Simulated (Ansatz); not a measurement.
MoS2 built on the 3R-MoS2 prototype, relaxed with r2SCAN+rVV10 in the plane-wave code Ansatz. The symmetry is R3m (No. 160, trigonal); a = 3.175 Å, c = 18.582 Å in the conventional setting, 18.03 Å³ an atom. Mo is surrounded by 6 S at 2.40 Å; S is surrounded by 3 Mo at 2.40 Å.

The axes x, y and z are those of this cell:
```yaml
crystal:
  lattice:
    - [1.58759, 0.91660, 6.19394]
    - [-1.58759, 0.91660, 6.19394]
    - [0.00000, -1.83319, 6.19394]
  atoms:
    - { symbol: Mo, position: [0.99999, 0.99999, 0.99999] }
    - { symbol: S, position: [0.41700, 0.41700, 0.41700] }
    - { symbol: S, position: [0.24968, 0.24968, 0.24968] }
```

Unstrained: The PBE gap is indirect, 0.936 eV (T to Γ–S₀ (0.53 of the way from Γ)), below the direct gap of 1.691 eV at k = (-0.163, 0.163, -1/2). A second conduction valley, at k = (-0.163, 0.163, -1/2), lies only 30 meV higher, so their order isn't settled. With r2SCAN the valence top lies at T and the conduction bottom at k = (-0.163, 0.163, -1/2), 1.031 eV higher; the smallest vertical gap, at k = (-0.163, 0.163, -1/2), is 1.796 eV. A second conduction valley, at Γ–S₀ (0.53 of the way from Γ), lies only 12 meV higher, so their order isn't settled. HSE06 gives an indirect gap of 1.427 eV, from T to k = (1/6, -1/2, -1/6); the least direct gap is 2.148 eV at k = (1/6, -1/2, -1/6). Meshes: PBE 10×10×10, r2SCAN 10×10×10, HSE06 6×6×6. Strains are changes of length per length, and xy shears are angles. After each strain the atoms were relaxed again with r2SCAN+rVV10 within the symmetry that the strain leaves, so tilts or polar shifts that break it weren't tested; points keep the names that they have in the unstrained zone. The values are computed, spin-unpolarised, and not measurements.

Question: For epitaxial -1.0 % in the xy plane, how far does the free direction move, and what happens to the gap?

Answer: The normal strain at zero normal stress is +0.50 %, 0.50 of the in-plane strain with the sign turned. PBE: the gap goes from 0.936 to 0.975 eV (+0.039 eV). r2SCAN: the gap goes from 1.031 to 1.086 eV (+0.055 eV); the edges go from T → (-0.163, 0.163, -1/2) to T → Γ–S₀ (0.53).

Question: Apply uniaxial +4.0 % along x, other directions held. How far does the gap move, against the unstrained cell?

Answer: PBE: the gap goes from 0.936 to 0.608 eV (-0.328 eV); the edges go from T → Γ–S₀ (0.53) to T → (0.174, -0.174, -1/2). r2SCAN: the gap goes from 1.031 to 0.660 eV (-0.371 eV); the edges go from T → (-0.163, 0.163, -1/2) to T → (0.174, -0.174, -1/2).

Question: For epitaxial +1.0 % in the xy plane, how far does the free direction move, and what happens to the gap?

Answer: The normal strain at zero normal stress is -0.50 %, 0.50 of the in-plane strain with the sign turned. PBE: the gap goes from 0.936 to 0.759 eV (-0.177 eV); the edges go from T → Γ–S₀ (0.53) to T → (1/8, 0.458, -0.206). r2SCAN: the gap goes from 1.031 to 0.815 eV (-0.216 eV); the edges go from T → (-0.163, 0.163, -1/2) to T → (1/8, 0.458, -0.206).

Question: Estimate what isotropic +1.0 % on every length does to the gap.

Answer: PBE: the gap goes from 0.936 to 0.820 eV (-0.116 eV); the edges go from T → Γ–S₀ (0.53) to T → (0.122, 0.456, -0.208). r2SCAN: the gap goes from 1.031 to 0.879 eV (-0.152 eV); the edges go from T → (-0.163, 0.163, -1/2) to T → (0.122, 0.456, -0.208).

Question: Apply xy shear, engineering strain (angle) +1.5 %. How far does the gap move, against the unstrained cell?

Answer: PBE: the gap goes from 0.936 to 0.933 eV (-0.003 eV). r2SCAN: the gap goes from 1.031 to 1.032 eV (+0.001 eV).

The runs are scalar-relativistic, without spin-orbit coupling.

Where an edge lies off the special points, it is a point of the mesh or the k point where a search put PBE's edge or least direct gap, reused for the other functionals, whose own edges may lie a little apart.

Coordinates of k points refer to the reciprocal vectors of the primitive cell of the runs.
